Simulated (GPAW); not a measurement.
InPd:

```
CELL_PARAMETERS angstrom
0.00000 2.74607 2.74607
2.74607 0.00000 2.74607
2.74607 2.74607 0.00000
ATOMIC_POSITIONS crystal
In 0.00000 0.00000 0.00000
Pd 0.50000 0.50000 0.50000
```

The cell was built by a generator and needn't be a form met in nature.

Base run:

```yaml
Program: GPAW 26.7.0
Functional: revPBE
Potentials_or_basis: the program's PAW data sets (release 1.2.1) made for this functional
Cutoff: 600 eV
Basis: pw
k_mesh: 8 × 8 × 8
Occupations: fermi-dirac, width 0.05 eV
Spin: no spin polarisation
```

Its results: band gap on the k mesh none (metal or under the smearing width); pressure 1.8 GPa.

Question: After a change of settings the same cell gave: band gap on the k mesh none (metal or under the smearing width); pressure -0.4 GPa. Which change was it?
A. functional from revPBE to LDA
B. functional from revPBE to r2SCAN; potentials or basis from the program's PAW data sets (release 1.2.1) made for this functional to GPAW PAW data sets (gpaw-data 1.2.1)
C. functional from revPBE to PW91; potentials or basis from the program's PAW data sets (release 1.2.1) made for this functional to PAW data sets generated in the run's folder for this functional
D. functional from revPBE to TPSS; potentials or basis from the program's PAW data sets (release 1.2.1) made for this functional to GPAW PAW data sets (gpaw-data 1.2.1)

Answer: C.
